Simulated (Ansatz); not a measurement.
# Al2Ru: tests of the settings

An exercise on one series of results from a longer session: the logs are not shown, and one member is left open.

Computed with Ansatz 0.2.0 (DFT r2SCAN, scalar-relativistic, plane waves, PAW, unless a step's input says otherwise).

1 further run of the same task is left out (set aside as unsound or not needed). Runs told in other sessions of the task aren't counted.

**Starting point**

Symmetry: I4/mmm, No. 139, tetragonal system. Conventional cell: a = 3.121 Å, b = 3.121 Å, c = 8.444 Å, α = 90.00°, β = 90.00°, γ = 90.00°. Around Al (site symmetry 4mm) lie 5 Ru at 2.58 to 2.88 Å and 5 Al at 2.69 Å. Ru (site symmetry 4/mmm) has 10 Al at 2.58 to 2.88 Å in its first shell of neighbours.

As a file:

```
Al Ru
1.0
    -1.56042    1.56042    4.22181
     1.56042   -1.56042    4.22181
     1.56042    1.56042   -4.22181
Al Ru
2 1
Direct
  0.65920 0.65920 0.00000
  0.34080 0.34080 0.00000
  0.00000 0.00000 0.00000
```

The structure comes from the Materials Project (structure only); it is used as listed.

**The base input**

The input, input.yaml:

```yaml
crystal:
  lattice:
    - [-1.56042162, 1.56042162, 4.22180559]
    - [1.56042162, -1.56042162, 4.22180559]
    - [1.56042162, 1.56042162, -4.22180559]
  atoms:
    - { symbol: Al, position: [0.65920219, 0.65920219, 0.0] }
    - { symbol: Al, position: [0.34079781, 0.34079781, 0.0] }
    - { symbol: Ru, position: [0.0, 0.0, 0.0] }
basis:
  ecutwfc: 500
kpoints:
  mp_grid: { grid: [18, 18, 18] }
hamiltonian:
  xc: r2scan
scf:
  occupations: { method: gaussian, width: 0.1 }
output:
  forces: true
  stress: true
  eigenvalues: true
  populations: true
```

Its results, from an earlier run: -2324.5912 eV/atom at zero smearing, pressure 0.12 GPa, largest force 0.018 eV/Å, no gap on the mesh, in 6 SCF cycles and 14 s.

The first run:

The input, input.yaml:

```yaml
crystal:
  lattice:
    - [-1.56042162, 1.56042162, 4.22180559]
    - [1.56042162, -1.56042162, 4.22180559]
    - [1.56042162, 1.56042162, -4.22180559]
  atoms:
    - { symbol: Al, position: [0.65920219, 0.65920219, 0.0] }
    - { symbol: Al, position: [0.34079781, 0.34079781, 0.0] }
    - { symbol: Ru, position: [0.0, 0.0, 0.0] }
basis:
  ecutwfc: 500
kpoints:
  mp_grid: { grid: [1, 1, 1] }
hamiltonian:
  xc: r2scan
scf:
  occupations: { method: gaussian, width: 0.1 }
output:
  forces: true
  stress: true
  eigenvalues: true
```

Launch:

```console
ansatz run input.yaml --threads 1 --pin off --max-ram 2560MiB --backend cpu --events-out ev --progress --plain --runs-dir out
```

Among the steps run: K-point mesh: 1×1×1; K-point mesh set to 4×4×4; K-point mesh set to 6×6×6; K-point mesh: 8×8×8; K-point mesh: 10×10×10; K-point mesh: 12×12×12; K-point mesh set to 14×14×14; K-point mesh set to 16×16×16; K-point mesh: 20×20×20; K-point mesh set to 24×24×24; K-point mesh: 26×26×26.

One of the session's tables, all rows but one given; the rest of the session is left out.

It belongs to the step «The sweep of the k-point mesh side by side». 

```
    mesh  ΔE (meV/atom)  pressure (GPa)  largest change of a force component (eV/Å)
   1×1×1            473            8.05                                       3.073
   4×4×4              ?               ?                                           ?
   6×6×6           2.20            0.12                                       0.016
   8×8×8           0.27            0.12                                       0.011
10×10×10           0.10            0.12                                       0.002
12×12×12          -0.05            0.12                                       0.001
14×14×14          -0.02            0.12                                       0.000
16×16×16          -0.01            0.12                                       0.001
18×18×18           0.00            0.12                                       0.001
20×20×20           0.00            0.12                                       0.000
24×24×24           0.00            0.12                                       0.000
26×26×26           0.00            0.12                                       0.000
```

Estimate the missing values for 4×4×4.

**Answer.** ΔE (meV/atom): 21.3; pressure (GPa): 0.23; largest change of a force component (eV/Å): 0.074. In the column «ΔE (meV/atom)» it lies between 6×6×6 (2.20) and 1×1×1 (473).

Limits of these values: The error changes sign along the series, since a k mesh isn't variational, and a metal needs dense meshes to resolve its Fermi surface.
